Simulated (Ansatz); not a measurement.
**Computed properties of SnO2 (I4/m)**

All numbers come from Ansatz. (Simulation; no magnetic order is allowed.)

Structure: SnO2 (I4/m) from a database structure, at its r2SCAN minimum. Space group I4/m (No. 87), tetragonal; a = 10.655 Å, c = 3.190 Å in the conventional setting, 15.09 Å³ an atom. Sn has 6 O at 2.04–2.11 Å; O has 3 Sn at 2.04–2.08 Å; O has 3 Sn at 2.07–2.11 Å.

```cif
data_structure
_symmetry_space_group_name_H-M 'I4/m'
_symmetry_Int_Tables_number 87
_cell_length_a 10.6553
_cell_length_b 10.6553
_cell_length_c 3.1898
_cell_angle_alpha 90.000
_cell_angle_beta 90.000
_cell_angle_gamma 90.000
_cell_volume 362.16
loop_
_atom_site_label
_atom_site_type_symbol
_atom_site_symmetry_multiplicity
_atom_site_Wyckoff_symbol
_atom_site_fract_x
_atom_site_fract_y
_atom_site_fract_z
_atom_site_occupancy
Sn1 Sn 8 h 0.16609 0.65046 0.00000 1
O1 O 8 h 0.95880 0.34012 0.50000 1
O2 O 8 h 0.29038 0.65667 0.50000 1
```

Relaxed lattice by functional, symmetry kept:

| functional | k mesh | a (Å) | c (Å) | volume (Å³/atom) |
| --- | --- | --- | --- | --- |
| PBE | 8×8×8 | 10.806 | 3.228 | 15.71 |
| r2SCAN | 8×8×8 | 10.655 | 3.190 | 15.09 |
| PBEsol | 8×8×8 | 10.683 | 3.197 | 15.20 |

On this one geometry the levels give:

| level | k mesh | gap (eV) | kind | edges | least direct gap (eV) |
| --- | --- | --- | --- | --- | --- |
| PBE | 8×8×8 | 2.04 | indirect | Z₀–M (0.90) → Γ | 2.23 |
| PBE+SOC | 8×8×8 | 2.04 | indirect | Z₀–M (0.91) → Γ | 2.23 |
| r2SCAN | 8×8×8 | 2.62 | indirect | Z₀–M (0.91) → Γ | 2.82 |
| HSE06 | 6×6×6 | 3.67 | indirect | Z₀–M (0.91) → Γ | 3.85 |
| PBE0 | 6×6×6 | 4.39 | indirect | Z₀–M (0.91) → Γ | 4.57 |

PBE: smearing of 0.02 eV; the others have fixed occupations.
Wave cutoffs: 420 eV, 500 eV (r2SCAN).
Points off the special ones are mesh points or PBE's searched band edges, reused at the other levels.

HSE06 gives an indirect gap of 3.67 eV, from Z₀–M (0.91 of the way from Z₀) to Γ; the least direct gap is 3.85 eV at Γ–X (0.10 of the way from Γ). Spin-orbit coupling changes the PBE gap by +0.004 eV, to 2.04 eV.

r2SCAN covers 36 % of the step from PBE to HSE06. Spin-orbit coupling moves PBE's least or direct gap by up to 0.004 eV, so it can be left out where a tenth of an eV counts. Among these functionals the gap stays indirect.

On the PBEsol cell (a = 10.683 Å, c = 3.197 Å), with PBEsol: All optical modes at Γ are real, from 84 to 717 cm⁻¹ without the longitudinal term; this says nothing of other wave vectors. The long-range field leaves the highest mode where it is. The program warns that the force constants, and all that is formed from them, aren't settled on this k mesh. The electronic dielectric tensor ε∞ is 3.54 along x and y, 4.12 along z. With the ions relaxed, ε⁰ is 8.0 along x and y, 9.0 along z. Born charges, averaged over directions: Sn +3.92, O -2.07 to -1.85 e. The program notes that the ground state's band table doesn't vouch for all the bands that the response reads.

Only the levels marked +SOC include spin-orbit coupling.

For some runs the program warns that the potential is rough where the density is thin, which bears on the empty states there.
